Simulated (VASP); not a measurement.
# Fe (Im-3m) in VASP: a series of runs, part 2 of 2

VASP 6.6.1. The steps go on from the part before.

## 3. Relaxation of cell and atoms, PBE, collinear spin, ferromagnetic start

This run uses another cell than the first one, of 11.33 Å³/atom, 0.943 times its volume.

The input, INCAR:

```
SYSTEM = Fe
ALGO     = Normal         ! electronic algorithm
AMIX     = 0.2          
AMIX_MAG = 0.8          
BMIX     = 1E-4         
BMIX_MAG = 1E-4         
EDIFF    = 1E-7           ! SCF threshold, eV
EDIFFG   = -0.005         ! ionic threshold
ENCUT    = 600            ! plane-wave cutoff, eV
GGA      = PE             ! functional
IBRION   = 2              ! ionic algorithm
ISIF     = 3              ! what is computed and relaxed
ISMEAR   = 1              ! smearing method
ISPIN    = 2              ! spin polarisation
LASPH    = .TRUE.         ! aspherical terms in the spheres
LCHARG   = .FALSE.        ! write CHGCAR
LMAXMIX  = 4              ! l up to which the mixer works
LORBIT   = 11             ! projections on sites
LREAL    = .FALSE.        ! projectors in reciprocal space
LWAVE    = .FALSE.        ! write WAVECAR
MAGMOM   = 4              ! initial moments
NELM     = 150            ! most SCF steps
NSW      = 90             ! ionic steps
PREC     = Accurate       ! precision mode
SIGMA    = 0.1            ! smearing width, eV
```

The input, KPOINTS:

```
k-points
0
G
  18 18 18
  0 0 0
```

The input, POSCAR:

```
Fe                                      
1.0
   -1.4149203463      1.4149203463      1.4149203463
    1.4149203463     -1.4149203463      1.4149203463
    1.4149203463      1.4149203463     -1.4149203463
  Fe            
     1
Direct
     0.0000000000000000    0.0000000000000000    0.0000000000000000
```

Potentials or basis: VASP PAW PBE potentials, release 64 (Fe).

Launch:

```sh
> cat potpaw_PBE.64/Fe/POTCAR > POTCAR
> mpirun -np 1 vasp_std > vasp.out
```

OUTCAR:

```text
SYSTEM = Fe
   AMIX = 0.2
   AMIX_MAG = 0.8
   EDIFF = 1E-7
   EDIFFG = -0.005
   ENCUT = 600
   GGA = PE
   IBRION = 2
   ISIF = 3
   ISMEAR = 1
   ISPIN = 2
   LASPH = .TRUE.
   LORBIT = 11
   LREAL = .FALSE.
   NELM = 150
   NSW = 90
   PREC = Accurate

 ion  position               nearest neighbor table
   1  0.000  0.000  0.000-

  LATTYP: Found a body centered cubic cell.
 ALAT       =     2.8298406926

  Lattice vectors:

 A1 = (  -1.4149203463,   1.4149203463,   1.4149203463)
 A2 = (   1.4149203463,  -1.4149203463,   1.4149203463)
 A3 = (   1.4149203463,   1.4149203463,  -1.4149203463)

Analysis of symmetry for initial positions (statically):
=====================================================================
 Subroutine PRICEL returns:
 Original cell was already a primitive cell.

 Routine SETGRP: Setting up the symmetry group for a
 body centered cubic supercell.

 Subroutine GETGRP returns: Found 48 space group operations
 (whereof 48 operations were pure point group operations)
 out of a pool of 48 trial point group operations.

The static configuration has the point symmetry O_h .

Analysis of symmetry for dynamics (positions and initial velocities):
=====================================================================
 Subroutine PRICEL returns:
 Original cell was already a primitive cell.

 Routine SETGRP: Setting up the symmetry group for a
 body centered cubic supercell.

 Subroutine GETGRP returns: Found 48 space group operations
 (whereof 48 operations were pure point group operations)
 out of a pool of 48 trial point group operations.

The dynamic configuration has the point symmetry O_h .

Analysis of structural, dynamic, and magnetic symmetry:
=====================================================================
 Subroutine PRICEL returns:
 Original cell was already a primitive cell.

 Routine SETGRP: Setting up the symmetry group for a
 body centered cubic supercell.

[... 142 lines left out ...]

 number of electron       8.0000006 magnetization       2.1697274

 Free energy of the ion-electron system (eV)
  ---------------------------------------------------
  ext. energy  EPLUGINS =         0.00000000
  ---------------------------------------------------
  free energy    TOTEN  =        -8.24389337 eV

  energy without entropy =       -8.24381377  energy(sigma->0) =       -8.24386684

------------------------ aborting loop because EDIFF is reached ----------------------------------------

  FORCE on cell =-STRESS in cart. coord.  units (eV):
  Direction    XX          YY          ZZ          XY          YZ          ZX
  --------------------------------------------------------------------------------------
  -------------------------------------------------------------------------------------
  Total       -0.0071698     -0.0071698     -0.0071698      0.0000000     -0.0000000      0.0000000
  in kB       -1.0138174     -1.0138174     -1.0138174      0.0000000     -0.0000000      0.0000000
  external PRESSURE =      -1.0138174 kB  Pullay stress =       0.0000000 kB
[... 57 lines left out ...]
--------------------------------------- Ionic step        3  -------------------------------------------

 number of electron       8.0000006 magnetization       2.1696119

 Free energy of the ion-electron system (eV)
  ---------------------------------------------------
  ext. energy  EPLUGINS =         0.00000000
  ---------------------------------------------------
  free energy    TOTEN  =        -8.24389585 eV

  energy without entropy =       -8.24381195  energy(sigma->0) =       -8.24386789

 E-fermi :   5.8522     XC(G=0): -13.1362

 val. band max:        5.8491924001   @ k =  -0.3889   0.5000   0.2778
 cond. band min:       5.8649290345   @ k =  -0.3889   0.4444   0.1667
 fundamental gap:      0.0157366344
 Fermi energy:         5.8521586181

 spin component 1

 k-point     1 :       0.0000    0.0000    0.0000
  band No.  band energies     occupation
      1      -2.5926      1.00000
      2       3.5516      1.00000
      3       3.5516      1.00000
      4       3.5516      1.00000
      5       4.7593      1.00000
      6       4.7593      1.00000
      7      30.9136      0.00000
      8      30.9136      0.00000
      9      30.9136      0.00000
     10      36.0150      0.00000
[... 287 lines left out ...]
 k-point    24 :       0.3889    0.1111    0.0000
  band No.  band energies     occupation
      1       1.1693      1.00000
      2       2.5361      1.00000
      3       4.2264      1.00000
      4       4.8027      1.00000
      5       5.3988      1.00000
      6       7.5920     -0.00000
      7      14.0812      0.00000
      8      22.1374      0.00000
      9      25.4745      0.00000
     10      30.8591      0.00000

 [... further k-points ...]

 spin component 2

 k-point     1 :       0.0000    0.0000    0.0000
  band No.  band energies     occupation
      1      -2.4298      1.00000
      2       5.4341      1.00000
      3       5.4342      1.00000
      4       5.4343      1.00000
      5       7.5060     -0.00000
      6       7.5062     -0.00000
      7      30.6593      0.00000
      8      30.6593      0.00000
      9      30.6593      0.00000
     10      36.2131      0.00000
[... 327 lines left out ...]
  FREE ENERGIE OF THE ION-ELECTRON SYSTEM (eV)
  ---------------------------------------------------
  free  energy   TOTEN  =        -8.2438958541 eV

  energy  without entropy=       -8.2438119517  energy(sigma->0) =       -8.24386789

 reached required accuracy - stopping structural energy minimisation

 total charge

# of ion       s       p       d       tot
------------------------------------------
    1        0.489   0.544   6.242   7.275

 magnetization (x)

# of ion       s       p       d       tot
------------------------------------------
    1       -0.013  -0.056   2.237   2.167
```

CONTCAR:

```text
Fe
   1.00000000000000
    -1.4146323766000055    1.4146323766000055    1.4146323766000055
     1.4146323766000055   -1.4146323766000055    1.4146323766000055
     1.4146323766000055    1.4146323766000055   -1.4146323766000055
  Fe
     1
Direct
     0.0000000000000000    0.0000000000000000    0.0000000000000000

  0.00000000E+00  0.00000000E+00  0.00000000E+00
```

It took 92 s on 1 thread of Intel Xeon Platinum 8259CL at 2.50GHz (Skylake/Cascade Lake), shared host; peak memory 0.17 GiB.

Results:

| Item | Value |
| --- | --- |
| Free energy | -8.2439 eV |
| Relaxed volume | 11.32 Å³/atom |
| Relaxed cell | a = 2.450 Å, b = 2.450 Å, c = 2.450 Å, α = 109.47°, β = 109.47°, γ = 109.47° |
| Space group after relaxing (to 0.05 Å) | Im-3m (No. 229) |
| Energy gained by relaxing | 0.0 meV/atom |
| Ionic steps | 3 |
| Pressure after relaxing | 0.0 GPa |
| Band gap on the k mesh | none (metal or under the smearing width) |
| Net moment | 2.17 μB per cell |
| Site moments | Fe +2.17 μB |
| Valence electrons inside the program's atomic spheres | Fe 7.28 |

Final structure:
```
CELL_PARAMETERS angstrom
-1.41463 1.41463 1.41463
1.41463 -1.41463 1.41463
1.41463 1.41463 -1.41463
ATOMIC_POSITIONS crystal
Fe 0.00000 0.00000 0.00000
```

Levels at points of the mesh, in eV from the Fermi level:
Spin up:
| k point | band 2 | band 3 | band 4 | band 5 | band 6 | band 7 | band 8 | band 9 |
| --- | --- | --- | --- | --- | --- | --- | --- | --- |
| (0.00, 0.00, 0.00) | -2.30 | -2.30 | -2.30 | -1.09 | -1.09 | 25.06 | 25.06 | 25.06 |
| (0.50, 0.00, 0.00) | -3.39 | -1.02 | -0.90 | 0.40 | 0.53 | 7.39 | 18.40 | 20.28 |
| (0.50, 0.50, 0.50) | -4.86 | 0.13 | 0.13 | 0.13 | 9.97 | 9.97 | 9.97 | 15.68 |
Spin down:
```csv
k point,band 1,band 2,band 3,band 4,band 5,band 6
"(0.00, 0.00, 0.00)",-8.28,-0.42,-0.42,-0.42,1.65,1.65
"(0.50, 0.00, 0.00)",-3.67,-1.70,0.63,1.50,1.91,2.59
"(0.50, 0.50, 0.50)",-3.05,-3.05,2.28,2.28,2.28,10.23
```
